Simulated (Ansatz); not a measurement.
This is a field-response calculation (clamped ions) with Ansatz on CdS (zincblende); the level of theory is r2SCAN. The cell was relaxed with r2SCAN and then strained (uniaxial -3.0 % along z, other directions held), with the atoms relaxed again with r2SCAN; k points keep the names of the unstrained zone.

The input:
```yaml
crystal:
  lattice:
    - [0.0, 2.939214843, 2.8510383978]
    - [2.939214843, 0.0, 2.8510383978]
    - [2.939214843, 2.939214843, 0.0]
  atoms:
    - { symbol: Cd, position: [0.0, 0.0, 0.0] }
    - { symbol: S, position: [0.25, 0.25, 0.25] }
kpoints:
  mp_grid: { grid: [6, 6, 6] }
hamiltonian:
  xc: r2scan
scf:
  occupations: { method: fixed }
dielectric: {}
```

Run as `ansatz run input.yaml --threads 2 --pin off --max-ram 28569MiB --backend cpu --events-out ev --progress --plain --runs-dir out`.

**Question.** What wall time did it need on 2 threads of AMD EPYC 7R13 Processor (Zen 3), with other jobs on the host, load about 1.4 per core, and how much host memory at the peak?

**Answer.** About 61 s, with a peak of 1.1 GiB.

Main lines of the log:
```
Pseudopotential: Cd, paw, valence charge 20, recommended cutoff 500 eV (meta_gga)
Pseudopotential: S, paw, valence charge 6, recommended cutoff 500 eV (meta_gga)
Functional definition: r2SCAN
Crystal: 2 atoms, lattice volume = 49.260 Å³
Basis set: ecut = 500 eV, 1243 PW (Γ)
Bands: 17, of which v1, the nominal top of the filled ones, is band 13 counted from 1 (12 counted from 0)
Symmetry: 8 space group operations
k-points: 112 of 216 (irreducible under 1 space group operation, time reversal used)
SCF converged after 8 iterations
Free energy (F): -9175.598238 eV
Fermi energy:    6.804453 eV
--- Band table (eV; the first three rows and the last of 112) ---
  k-point 0: bands = […, -1.2643, -0.7681, -0.7561, 6.7154, 6.7154, 6.8045, 8.3555, 13.8101, 13.8101, 13.8176]
  k-point 1: bands = […, -1.1669, -0.7663, -0.7586, 5.2636, 6.4971, 6.5740, 9.4927, 13.4087, 14.1083, 14.1736]
  k-point 2: bands = […, -0.7812, -0.7418, -0.7391, 3.2912, 6.0974, 6.2053, 10.2000, 13.8868, 14.2236, 14.4646]
  k-point 111: bands = […, -0.7303, -0.7162, -0.3661, 2.2537, 5.9104, 6.0335, 10.2289, 14.0947, 14.3451, 14.6657]
--- Dielectric response (ions clamped): 3 representative field directions + reference, inside a basis on a mesh of 216 k-points ---
  ε∞ (high-frequency dielectric tensor):
        5.511002     0.000000     0.000000
        0.000000     5.511002     0.000000
        0.000000     0.000000     5.420489
  Born effective charges Z* (e; rows j = field, columns β = displacement):
    site 0:
         2.18101    0.00000    0.00000
         0.00000    2.18101    0.00000
         0.00000    0.00000    2.11838
    site 1:
        -2.18101    0.00000    0.00000
         0.00000   -2.18101    0.00000
         0.00000    0.00000   -2.11838
  ε∞ is read to err by 1.9e-2, Z* by 2.2e-2 e
```

The rows of the band table are 0: (0, 0, 0) = Γ, 1: (0, 0, 1/6), 2: (0, 0, 1/3), 111: (-1/2, -1/2, -1/2) = L.

The clamped-ion dielectric constant comes out as 5.51 along x and y, 5.42 along z. Born charges, averaged over directions: Cd +2.16, S -2.16 e.

No spin polarisation and no zero-point or thermal motion.

Spin-orbit coupling is left out.
